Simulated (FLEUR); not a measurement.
# Ge (Fd-3m) in FLEUR: notebook

Runs on Ge. Level: PW91. Tasks: band structure, equation of state.

Program: FLEUR MaX-R8.1 (later development tree). These are calculated values, not measurements. Logs are shortened: lines on timing, memory, paths and dates and some standing lists are left out, and cuts for length are marked.

**Measured values to compare with.**

“Electronic and optical properties of SixGe1-x-ySny alloys lattice-matched to Ge”, 2021, arxiv:2109.02782 reports, for a bulk crystal of Ge at 300 K: band gap 0.807 eV (direct).

“Sub-monolayer structures of Ag overlayers on Ge(111): experimental observations and first-principles study”, 2019, arxiv:1908.00180 quotes, for a bulk crystal of Ge: bulk modulus 75.8 GPa.

How close the calculation comes is told below.

**1. Starting point**

It takes space group Fd-3m (No. 227, cubic). Conventional cell: a = 5.658 Å, b = 5.658 Å, c = 5.658 Å, α = 90.00°, β = 90.00°, γ = 90.00°. Ge (site symmetry -43m) is surrounded by 4 Ge at 2.45 Å.

**2. Band structure, PW91**

The input, inp.xml:

```xml
<?xml version="1.0" encoding="UTF-8" standalone="no"?>
<fleurInput fleurInputVersion="0.39">
   <comment>
      Ge                                                                                                  
   </comment>
   <calculationSetup>
      <cutoffs Kmax="3.88" Gmax="12.0" GmaxXC="12.0" numbands="0"/>
      <scfLoop itmax="60" minDistance="0.00001" maxIterBroyd="15" imix="Anderson" alpha="0.05" precondParam="0.0" spinf="2.0" sdNocoIR="T"/>
      <coreElectrons ctail="T" frcor="F" kcrel="0" coretail_lmax="0"/>
      <xcFunctional name="pw91" relativisticCorrections="F"/>
      <magnetism jspins="1"/>
      <soc l_soc="F" theta="0.0" phi="0.0" spav="F"/>
      <expertModes spex="0" secvar="F"/>
      <geometryOptimization l_f="F" forcealpha="1.0" forcemix="BFGS" epsdisp="0.00001" epsforce="0.00001"/>
      <ldaU l_linMix="F" mixParam="0.05" spinf="1.0"/>
   </calculationSetup>
   <cell>
      <bzIntegration valenceElectrons="44.0" mode="hist" fermiSmearingEnergy="0.00183747">
         <kPointListSelection listName="default-1"/>
         <!-- k-points included here -->
         <xi:include xmlns:xi="http://www.w3.org/2001/XInclude" href="kpts.xml"> </xi:include>
      </bzIntegration>
      <!-- symmetry operations included here -->
      <xi:include xmlns:xi="http://www.w3.org/2001/XInclude" href="sym.xml"> </xi:include>
      <bulkLattice scale="1.0">
         <bravaisMatrix>
            <row-1>    0.0000000000000000     5.3458651311421859     5.3458651311421859</row-1>
            <row-2>    5.3458651311421859     0.0000000000000000     5.3458651311421859</row-2>
            <row-3>    5.3458651311421859     5.3458651311421859     0.0000000000000000</row-3>
         </bravaisMatrix>
      </bulkLattice>
   </cell>
   <atomSpecies>
      <species name="Germanium (Ge)" element="Ge" atomicNumber="32">
         <mtSphere radius="2.14" gridPoints="707" logIncrement="0.017"/>
         <atomicCutoffs lmax="9" lnonsphr="7"/>
         <electronConfig flipSpins="F">
            <coreConfig>(1s1/2) (2s1/2) (2p1/2) (2p3/2)</coreConfig>
            <valenceConfig>(3s1/2) (3p1/2) (3p3/2) (4s1/2) (3d3/2) (3d5/2) (4p1/2) (4p3/2)</valenceConfig>
            <stateOccupation state="(4p1/2)" spinUp="0.333333" spinDown="0.333333"/>
            <stateOccupation state="(4p3/2)" spinUp="0.666667" spinDown="0.666667"/>
         </electronConfig>
         <energyParameters s="4" p="4" d="3" f="4"/>
         <lo type="SCLO" l="0" n="3" eDeriv="0"/>
         <lo type="SCLO" l="1" n="3" eDeriv="0"/>
         <lo type="SCLO" l="1" n="3" eDeriv="1"/>
         <lo type="HELO" l="2" n="4" eDeriv="0"/>
         <lo type="HELO" l="2" n="4" eDeriv="1"/>
         <lo type="SCLO" l="3" n="4" eDeriv="2"/>
      </species>
   </atomSpecies>
   <atomGroups>
      <atomGroup species="Germanium (Ge)">
         <relPos label="                   1">-3.000/8.000 -3.000/8.000 -3.000/8.000</relPos>
         <relPos label="                   2">3.000/8.000 3.000/8.000 3.000/8.000</relPos>
         <force calculate="T" relaxXYZ="TTT"/>
      </atomGroup>
   </atomGroups>
   <output dos="F" band="F" slice="F">
      <checks vchk="F" cdinf="F"/>
      <bandDOS minEnergy="-.5*Htr" maxEnergy="0.5*Htr" sigma="0.015" storeEVData="T"/>
      <vacuumDOS vacdos="F" integ="F" star="F" nstars="0" locx1="0.0" locy1="0.0" locx2="0.0" locy2="0.0" nstm="0" tworkf="0.0"/>
      <unfoldingBand unfoldBand="F" supercellX="1" supercellY="1" supercellZ="1"/>
      <plotting iplot="0" polar="F">
         <plot TwoD="T" vec1="  1.0  0.0  0.0" vec2="  0.0  1.0  0.0" vec3="  0.0  0.0  1.0" zero="  0.0  0.0  0.0" file="plot"/>
      </plotting>
      <chargeDensitySlicing numkpt="0" minEigenval="0.0" maxEigenval="0.0" nnne="0" pallst="F"/>
      <specialOutput eonly="F"/>
      <moessbauerParams electricFieldGradient="T" isomerShift="T" coreHyperfine="T" valenceHyperfine="T"/>
      <magneticCircularDichroism mcd="F" energyLo="-10.0" energyUp="0.0"/>
   </output>
  <!-- We include the file relax.xml here to enable relaxations (see documentation) -->
  <xi:include xmlns:xi="http://www.w3.org/2001/XInclude" href="relax.xml"> <xi:fallback/> </xi:include>
</fleurInput>
```

The input, crystal.txt:

```
Ge
&input cartesian=F /
0.0000000000  2.8289100000  2.8289100000
2.8289100000  0.0000000000  2.8289100000
2.8289100000  2.8289100000  0.0000000000
1.8897261246
1.0 1.0 1.0

2
32 0.7500000000  0.7500000000  0.7500000000
32 0.5000000000  0.5000000000  0.5000000000

&kpt div1=8 div2=8 div3=8 gamma=T /
```

The input, inp.xml (bands):

```
<?xml version="1.0" encoding="UTF-8" standalone="no"?>
<fleurInput fleurInputVersion="0.39">
   <comment>
      Ge                                                                                                  
   </comment>
   <calculationSetup>
      <cutoffs Kmax="3.88" Gmax="12.0" GmaxXC="12.0" numbands="0"/>
      <scfLoop itmax="60" minDistance="0.00001" maxIterBroyd="15" imix="Anderson" alpha="0.05" precondParam="0.0" spinf="2.0" sdNocoIR="T"/>
      <coreElectrons ctail="T" frcor="F" kcrel="0" coretail_lmax="0"/>
      <xcFunctional name="pw91" relativisticCorrections="F"/>
      <magnetism jspins="1"/>
      <soc l_soc="F" theta="0.0" phi="0.0" spav="F"/>
      <expertModes spex="0" secvar="F"/>
      <geometryOptimization l_f="F" forcealpha="1.0" forcemix="BFGS" epsdisp="0.00001" epsforce="0.00001"/>
      <ldaU l_linMix="F" mixParam="0.05" spinf="1.0"/>
   </calculationSetup>
   <cell>
      <bzIntegration valenceElectrons="44.0" mode="hist" fermiSmearingEnergy="0.00183747">
         <kPointListSelection listName="path-1"/>
         <!-- k-points included here -->
         <xi:include xmlns:xi="http://www.w3.org/2001/XInclude" href="kpts.xml"> </xi:include>
      </bzIntegration>
      <!-- symmetry operations included here -->
      <xi:include xmlns:xi="http://www.w3.org/2001/XInclude" href="sym.xml"> </xi:include>
      <bulkLattice scale="1.0">
         <bravaisMatrix>
            <row-1>    0.0000000000000000     5.3458651311421859     5.3458651311421859</row-1>
            <row-2>    5.3458651311421859     0.0000000000000000     5.3458651311421859</row-2>
            <row-3>    5.3458651311421859     5.3458651311421859     0.0000000000000000</row-3>
         </bravaisMatrix>
      </bulkLattice>
   </cell>
   <atomSpecies>
      <species name="Germanium (Ge)" element="Ge" atomicNumber="32">
         <mtSphere radius="2.14" gridPoints="707" logIncrement="0.017"/>
         <atomicCutoffs lmax="9" lnonsphr="7"/>
         <electronConfig flipSpins="F">
            <coreConfig>(1s1/2) (2s1/2) (2p1/2) (2p3/2)</coreConfig>
            <valenceConfig>(3s1/2) (3p1/2) (3p3/2) (4s1/2) (3d3/2) (3d5/2) (4p1/2) (4p3/2)</valenceConfig>
            <stateOccupation state="(4p1/2)" spinUp="0.333333" spinDown="0.333333"/>
            <stateOccupation state="(4p3/2)" spinUp="0.666667" spinDown="0.666667"/>
         </electronConfig>
         <energyParameters s="4" p="4" d="3" f="4"/>
         <lo type="SCLO" l="0" n="3" eDeriv="0"/>
         <lo type="SCLO" l="1" n="3" eDeriv="0"/>
         <lo type="SCLO" l="1" n="3" eDeriv="1"/>
         <lo type="HELO" l="2" n="4" eDeriv="0"/>
         <lo type="HELO" l="2" n="4" eDeriv="1"/>
         <lo type="SCLO" l="3" n="4" eDeriv="2"/>
      </species>
   </atomSpecies>
   <atomGroups>
      <atomGroup species="Germanium (Ge)">
         <relPos label="                   1">-3.000/8.000 -3.000/8.000 -3.000/8.000</relPos>
         <relPos label="                   2">3.000/8.000 3.000/8.000 3.000/8.000</relPos>
         <force calculate="T" relaxXYZ="TTT"/>
      </atomGroup>
   </atomGroups>
   <output dos="F" band="T" slice="F">
      <checks vchk="F" cdinf="F"/>
      <bandDOS minEnergy="-.5*Htr" maxEnergy="0.5*Htr" sigma="0.015" storeEVData="T"/>
      <vacuumDOS vacdos="F" integ="F" star="F" nstars="0" locx1="0.0" locy1="0.0" locx2="0.0" locy2="0.0" nstm="0" tworkf="0.0"/>
      <unfoldingBand unfoldBand="F" supercellX="1" supercellY="1" supercellZ="1"/>
      <plotting iplot="0" polar="F">
         <plot TwoD="T" vec1="  1.0  0.0  0.0" vec2="  0.0  1.0  0.0" vec3="  0.0  0.0  1.0" zero="  0.0  0.0  0.0" file="plot"/>
      </plotting>
      <chargeDensitySlicing numkpt="0" minEigenval="0.0" maxEigenval="0.0" nnne="0" pallst="F"/>
      <specialOutput eonly="F"/>
      <moessbauerParams electricFieldGradient="T" isomerShift="T" coreHyperfine="T" valenceHyperfine="T"/>
      <magneticCircularDichroism mcd="F" energyLo="-10.0" energyUp="0.0"/>
   </output>
  <!-- We include the file relax.xml here to enable relaxations (see documentation) -->
  <xi:include xmlns:xi="http://www.w3.org/2001/XInclude" href="relax.xml"> <xi:fallback/> </xi:include>
</fleurInput>
```

Potentials or basis: all-electron, FLAPW.

On the command line:

```
$ inpgen -f crystal.txt -profile fastHighL
$ # inp.xml edited to the form shown
$ fleur_MPI
$ fleur_MPI   # second run, on inp.xml (bands)
```

The log of the run:

```text
Welcome to FLEUR        (www.flapw.de)
      MaX-Release 8.1          (www.max-centre.eu)

 ========== k-point set info ==========
 Selected k-point list: default-1
 k-point list type: mesh
 8 x 8 x 8
 Number of k points: 29

 ------------Calculation Setup---------------------------
 Number of MPI-tasks      :            1
 Number of PE/node        :            1
 Number of OMP-threads    :            1
 Most efficient MPI parallelization for:
           1          29
 Additional eigenvalue parallelization possible
 Number of basis functions:          398
 Approximate size of matrices (H+S) per k-point:         0.002 GB
 --------------------------------------------------------
 Iteration:     1   Distance:       6.56888028 me/bohr^3
 Iteration:     2   Distance:       6.14974588 me/bohr^3
 Iteration:     3   Distance:       2.33653890 me/bohr^3
 Iteration:     4   Distance:       0.38057527 me/bohr^3
 Iteration:     5   Distance:       0.35113171 me/bohr^3
 Iteration:     6   Distance:       0.04538895 me/bohr^3
 Iteration:     7   Distance:       0.04959999 me/bohr^3
 Iteration:     8   Distance:       0.00587868 me/bohr^3
 Iteration:     9   Distance:       0.00114312 me/bohr^3
 Iteration:    10   Distance:       0.00067129 me/bohr^3
 Iteration:    11   Distance:       0.00006238 me/bohr^3
 Iteration:    12   Distance:       0.00007216 me/bohr^3
 Iteration:    13   Distance:       0.00000232 me/bohr^3

 ********************************************************************
 Run finished successfully
 Stop message:
   all done
 ********************************************************************
```

output (bands):

```text
Welcome to FLEUR        (www.flapw.de)
      MaX-Release 8.1          (www.max-centre.eu)

 ========== k-point set info ==========
 Selected k-point list: path-1
 k-point list type: path
 Number of k points: 60

 ------------Calculation Setup---------------------------
 Number of MPI-tasks      :            1
 Number of PE/node        :            1
 Number of OMP-threads    :            1
 Most efficient MPI parallelization for:
           1           2           3           4           5           6          10          12          15          20          30          60
 Additional eigenvalue parallelization possible
 Number of basis functions:          398
 Approximate size of matrices (H+S) per k-point:         0.002 GB
 --------------------------------------------------------
 Fermi energy correction for metals:
 Fermi energy in bands.* files may not be consistent with last density.
 Please correct it manually (e.g. in band.gnu file).

 Note: Band structure data (together with different weights) is also stored in the banddos.hdf file.
       A convenient way of extracting and plotting the data from that file is by making use of the

 ********************************************************************
 Run finished successfully
 Stop message:
   Charge density postprocessing done.
 ********************************************************************
```

out.xml (last iteration):

```text
<iteration numberForCurrentRun="   13" overallNumber="   13">
         <energyParameters units="Htr">
            <atomicEP atomType="1" spin="1" branch="4s" branchLowest="-5.80" branchHighest="1.03" value="-0.1685109207"/>
            <atomicEP atomType="1" spin="1" branch="4p" branchLowest="-3.85" branchHighest="1.74" value="0.0419673554"/>
            <atomicEP atomType="1" spin="1" branch="3d" branchLowest="-9.99" branchHighest="-0.65" value="-0.6822228643"/>
            <atomicEP atomType="1" spin="1" branch="4f" branchLowest="-9.99" branchHighest="3.68" value="0.3987627456"/>
            <loAtomicEP atomType="1" spin="1" branch="3s" branchLowest="-50.02" branchHighest="-5.80" value="-5.7986524920"/>
            <loAtomicEP atomType="1" spin="1" branch="3p" branchLowest="-43.66" branchHighest="-3.85" value="-3.8598642019"/>
            <loAtomicEP atomType="1" spin="1" branch="3p" branchLowest="-43.66" branchHighest="-3.85" value="-3.8598642019"/>
            <heloAtomicEP atomType="1" spin="1" branch="4d" branchLowest="2.15" branchHighest="2.15" value="2.1532503382"/>
            <heloAtomicEP atomType="1" spin="1" branch="4d" branchLowest="2.15" branchHighest="2.15" value="2.1532503382"/>
            <loAtomicEP atomType="1" spin="1" branch="4f" branchLowest="-9.99" branchHighest="3.68" value="0.3987668194"/>
         </energyParameters>
         <eigenvalues>
            <eigenvaluesAt spin="1" ikpt="1" k_x="0.00000000" k_y="0.00000000" k_z="0.00000000">
                      -5.7986921908       -5.7986049357       -3.8578987761       -3.8578987761       -3.8578987761
                      -3.8575926630       -3.8575926630       -3.8575926630       -0.6949738417       -0.6949738417
                      -0.6949738417       -0.6934527095       -0.6934527095       -0.6857883730       -0.6857883730
                      -0.6857883730       -0.6854734778       -0.6854734778       -0.2502760923        0.2184245402
                       0.2194155867        0.2194155867        0.2194155867        0.3132496513        0.3132496513
                       0.3132496513        0.4553310146        0.5674661618        0.5674661618        0.6162420571
                       0.6162420571        0.6162420571        0.7280930421        1.1429970203
            </eigenvaluesAt>
            <eigenvaluesAt spin="1" ikpt="2" k_x="0.00000000" k_y="0.00000000" k_z="0.12500000">
                      -5.7986890963       -5.7986082722       -3.8579090719       -3.8579090719       -3.8579018899
[... 38 lines left out ...]
            <state n="2" l="0" j="0.5" energy="-50.0164511344" weight="1.0000000000"/>
            <state n="2" l="1" j="0.5" energy="-44.4547517025" weight="1.0000000000"/>
            <state n="2" l="1" j="1.5" energy="-43.2825590870" weight="2.0000000000"/>
         </coreStates>
         <allElectronCharges>
            <spinDependentCharge spin="1" total="64.0000000" interstitial="4.1057855" mtSpheres="59.8942145"/>
            <totalCharge value="64.0000000008"/>
         </allElectronCharges>
         <moessbauerParams unitsHFF="kG" unitsIS="e/bohr^3" unitsEFG="Htr/bohr^2">
            <coreIsomerShift atomType="1" isTotal="31458.78698">
               <shell n="1" l="0" isomerShift="28560.80360"/>
               <shell n="2" l="0" isomerShift="2872.72956"/>
               <shell n="2" l="1" isomerShift="25.25383"/>
            </coreIsomerShift>
            <isomerShift atomType="1" nucleusRadius="0.0000986" averageDensity="31927.65842"/>
            <electricFieldGradient atomType="1" VXX="0.00000" VYY="0.00000" VZZ="0.00000" asymParam="0.00000">
            </electricFieldGradient>
         </moessbauerParams>
         <totalEnergy                                    value="    -4199.1114257513" units="Htr">
            <sumOfEigenvalues                            value="    -2416.9040322352">
               <coreElectrons value="-2333.7127245889"/>
               <valenceElectrons value="-83.1913076463"/>
            </sumOfEigenvalues>
            <densityCoulombPotentialIntegral value="-6495.1626535200"/>
            <densityEffectivePotentialIntegral value="-6703.7834051914"/>
            <chargeDenXCDenIntegral value="-160.4888780777"/>
            <FockExchangeEnergyValence value="0.0000000000"/>
            <FockExchangeEnergyCore value="0.0000000000"/>
            <atomTypeDependentContributions atomType="1">
               <electronNucleiInteractionDifferentMTs value="5044.9367047322"/>
               <MadelungTerm value="-32.9838891377"/>
            </atomTypeDependentContributions>
            <tkbTimesEntropy value="0.0000283191"/>
            <freeEnergy value="-4199.1114540704"/>
            <extrapolationTo0K value="-4199.1114399109"/>
         </totalEnergy>
         <densityConvergence units="me/bohr^3">
            <chargeDensity spin="1" distance="0.0000023152"/>
         </densityConvergence>
      </iteration>
```

It took 23 s on 1 thread of Arm Neoverse V1, shared host; peak memory 0.06 GiB.

What came out:

```yaml
Free_energy: -114263.6437 eV
Band_gap_along_the_path: none (metal or under the smearing width)
Valence_electrons_inside_the_program's_atomic_spheres: Ge 19.95 (radii Ge 2.14 bohr)
```

Levels at the corners of the path, in eV from the Fermi level:
```csv
point,band 20,band 21,band 22,band 23,band 24,band 25
Γ,-0.06,-0.03,-0.03,-0.03,2.52,2.52
X,-8.93,-3.10,-3.10,0.72,0.72,9.45
W,-8.83,-3.92,-3.92,4.28,4.28,4.69
K,-8.34,-4.35,-2.66,1.13,4.05,7.17
Γ,-0.06,-0.03,-0.03,-0.03,2.52,2.52
L,-7.63,-1.43,-1.43,0.13,3.72,3.72
U,-8.34,-4.35,-2.66,1.13,4.05,7.17
W,-8.83,-3.92,-3.92,4.28,4.28,4.69
L,-7.63,-1.43,-1.43,0.13,3.72,3.72
K,-8.34,-4.35,-2.66,1.13,4.05,7.17
U,-8.34,-4.35,-2.66,1.13,4.05,7.17
X,-8.93,-3.10,-3.10,0.72,0.72,9.45
```

Core levels (eV from the Fermi level):
```tsv
atom	levels
1 Ge	1s1/2 -10955.6, 2s1/2 -1367.0, 2p1/2 -1215.7, 2p3/2 -1183.8
2 Ge	1s1/2 -10955.6, 2s1/2 -1367.0, 2p1/2 -1215.7, 2p3/2 -1183.8
```

Caveat: this crystal is a semiconductor, whose small gap the functional closes, so the metal is an error of the method.

**3. Equation of state, PW91, 21.28 Å³/atom (volume scaled by 0.94)**

Changes to inp.xml since step 2:

```diff
@@ -6,3 +6,3 @@
    <calculationSetup>
-      <cutoffs Kmax="3.88" Gmax="12.0" GmaxXC="12.0" numbands="0"/>
+      <cutoffs Kmax="3.99" Gmax="12.4" GmaxXC="12.4" numbands="0"/>
       <scfLoop itmax="60" minDistance="0.00001" maxIterBroyd="15" imix="Anderson" alpha="0.05" precondParam="0.0" spinf="2.0" sdNocoIR="T"/>
@@ -24,3 +24,3 @@
       <xi:include xmlns:xi="http://www.w3.org/2001/XInclude" href="sym.xml"> </xi:include>
-      <bulkLattice scale="1.0">
+      <bulkLattice scale="0.9795861087">
          <bravaisMatrix>
@@ -34,3 +34,3 @@
       <species name="Germanium (Ge)" element="Ge" atomicNumber="32">
-         <mtSphere radius="2.14" gridPoints="707" logIncrement="0.017"/>
+         <mtSphere radius="2.08" gridPoints="707" logIncrement="0.017"/>
          <atomicCutoffs lmax="9" lnonsphr="7"/>
```

Potentials or basis: all-electron, FLAPW.

On the command line:

```
$ inpgen -f crystal.txt -profile fastHighL
$ # inp.xml edited to the form shown
$ fleur_MPI
```

Run time: 20 s. Hardware: 1 thread of Arm Neoverse V1, shared host; peak memory 0.08 GiB.

The run converged. Its results:

```yaml
Free_energy: -114263.5221 eV
Band_gap_on_the_k_mesh: 0.35 eV, indirect (least direct gap 0.55 eV)
Valence_electrons_inside_the_program's_atomic_spheres: Ge 19.83 (radii Ge 2.08 bohr)
```

Caveat: the plane-wave cutoff is short for the semicore states, which can make moduli rough.

**4. Equation of state, PW91, 21.73 Å³/atom (volume scaled by 0.96)**

Changes to inp.xml since step 3:

```diff
@@ -24,3 +24,3 @@
       <xi:include xmlns:xi="http://www.w3.org/2001/XInclude" href="sym.xml"> </xi:include>
-      <bulkLattice scale="0.9795861087">
+      <bulkLattice scale="0.9864848297">
          <bravaisMatrix>
```

On the command line:

```
$ inpgen -f crystal.txt -profile fastHighL
$ # inp.xml edited to the form shown
$ fleur_MPI
```

Run time: 21 s. Hardware: 1 thread of Arm Neoverse V1, shared host; peak memory 0.08 GiB.

It converged, with:

| Property | Result |
| --- | --- |
| Free energy | -114263.5658 eV |
| Band gap on the k mesh | 0.29 eV, indirect (least direct gap 0.35 eV) |
| Valence electrons inside the program's atomic spheres | Ge 19.81 (radii Ge 2.08 bohr) |

Caveat: the plane-wave cutoff is short for the semicore states, which can make moduli rough.

(Continued in part 2 of 2.)
